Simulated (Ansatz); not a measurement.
# AlP (F-43m): dielectric-dependent hybrid calculation, by script

All numbers are computed with the Python package of Ansatz 0.2.0. The levels of theory stand in the script.

**1. The system**

The structure is cubic, space group F-43m (No. 216). The conventional cell has a = 5.451 Å, b = 5.451 Å, c = 5.451 Å, α = 90.00°, β = 90.00°, γ = 90.00°. Around Al (site symmetry -43m) lie 4 P at 2.36 Å. P (site symmetry -43m) is surrounded by 4 Al at 2.36 Å.

The script holds or builds the structure itself.

**2. The code**

File ddh_alp.py:

```python
"""Dielectric-dependent hybrid for AlP."""

import ansatz as az
from ase import Atoms
import numpy as np


def count_gap(report):
    # lowest empty less highest filled band, counting bands; zero where they overlap
    return max(report.get("gap_by_band_count_ev") or 0.0, 0.0)

atoms = Atoms(
    ["Al", "P"],
    scaled_positions=[
        (0.0, 0.0, 0.0),
        (0.25, 0.25, 0.25),
    ],
    cell=[
        (0.0, 2.7255, 2.7255),
        (2.7255, 0.0, 2.7255),
        (2.7255, 2.7255, 0.0),
    ],
    pbc=True,
)
alp = az.Crystal.from_ase(atoms)

calc = (
    alp.calculation()
    .kpoints(4, 4, 4)  # the mesh must be finer for metals
    .occupations("fixed")
    .band_table()
)
semilocal = calc.functional("pbe").run().report
hybrid = calc.functional(exchange="pbe", correlation="pbe", exact_fraction="inverse_dielectric").run().report
alpha = hybrid["hybrid"]["exact_exchange_fraction"]
print(f"fraction of exact exchange {alpha:.4f}, so eps_inf = {1 / alpha:.2f} on this mesh")
print(f"gap by band count: {count_gap(semilocal):.3f} eV semilocal, {count_gap(hybrid):.3f} eV hybrid")
```

**3. The input behind the calls**

The package turns the script's settings into the engine's input (first run):

```yaml
crystal:
  lattice:
    - [0.0, 2.7255, 2.7255]
    - [2.7255, 0.0, 2.7255]
    - [2.7255, 2.7255, 0.0]
  atoms:
    - { symbol: Al, position: [0.0, 0.0, 0.0] }
    - { symbol: P, position: [0.25, 0.25, 0.25] }
kpoints:
  mp_grid:
    grid: [4, 4, 4]
hamiltonian:
  xc: pbe
scf:
  occupations:
    method: fixed
output:
  eigenvalues: true
```

**4. Running it**

Started as:

```bash
> python ddh_alp.py
```

**Question.** How long does this script take on 1 thread of Arm Neoverse V1, shared host, and how much memory does it need?

About 13 s, with a peak of 0.6 GiB.
